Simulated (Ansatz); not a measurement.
Relaxed CaF₂ (fluorite):

```yaml
crystal:
  lattice:
    - [0.00000, 5.51096, 5.51096]
    - [2.75548, 2.75548, 5.51096]
    - [2.75548, 2.75548, 0.00000]
  atoms:
    - { symbol: Ca, position: [0.00000, 0.00000, 0.00000] }
    - { symbol: Ca, position: [0.50000, 0.00000, 0.00000] }
    - { symbol: F, position: [0.00000, 0.25000, 0.25000] }
    - { symbol: F, position: [0.50000, 0.25000, 0.25000] }
    - { symbol: F, position: [0.00000, 0.75000, 0.75000] }
    - { symbol: F, position: [0.50000, 0.75000, 0.75000] }
```

A phonon eigenvector at X = (0.5, 0.5, 0.0) is frozen into this cell: atom i moves by Q times the vector below, so Q is the largest atomic displacement, in Å. The cell is held. It is one choice among 2 degenerate patterns. (q is in reciprocal vectors of the primitive cell; the cell shown is doubled to hold the pattern.)

| atom | x | y | z |
|---|---|---|---|
| Ca1 | 0.146 | 0.000 | 0.000 |
| Ca2 | -0.146 | 0.000 | 0.000 |
| F3 | 0.000 | -1.000 | 0.000 |
| F4 | 0.000 | 1.000 | 0.000 |
| F5 | 0.000 | -1.000 | 0.000 |
| F6 | 0.000 | 1.000 | 0.000 |

Calculation: PBE (plane waves to 420 eV, PAW, scalar-relativistic; Ansatz, a program for electronic structure). k mesh 10×10×10 (Γ-centred), Fermi-Dirac smearing 0.05 eV. The energy includes the smearing's −TS. Stress and pressure are positive under compression. CaF2 was relaxed with its symmetry unable to fall. ΔE is measured from the undisplaced structure.

```
Q (Å)   ΔE (meV/cell)  P (GPa)  −dE/dQ from forces (eV/Å)
------  -------------  -------  -------------------------
-0.100          144.7     0.73                      2.955
-0.083           99.9     0.51                      2.432
-0.067           63.6     0.32                      1.925
-0.050           35.6     0.18                      1.432
-0.033           15.8     0.08                      0.949
-0.017            3.9     0.02                      0.473
0.000             0.0     0.00                      0.000
0.017             3.9     0.02                     -0.473
0.033            15.8     0.08                     -0.949
0.050            35.6     0.18                     -1.432
0.067            63.6     0.32                     -1.925
0.083            99.9     0.51                     -2.432
0.100           144.7     0.73                     -2.955
```

Read from the data:

| Item | Result |
|---|---|
| Energy at Q = 0.100 Å | 144.7 meV/cell |
| Space group of the distorted cell | Cmcm (No. 63), lowered from Fm-3m |
| Symmetry of the curve | even: the same for both signs |
| Shape of the curve | a single well with its minimum at or next to zero displacement |
| Harmonic wavenumber from the curvature (finite differences) | 315 cm⁻¹ |
| Wavenumber by perturbation theory (DFPT, on another k mesh) | 315 cm⁻¹ |

(For displaced atoms, the force is minus the slope of the energy, and its curvature is a force constant, which sets phonon frequencies.)
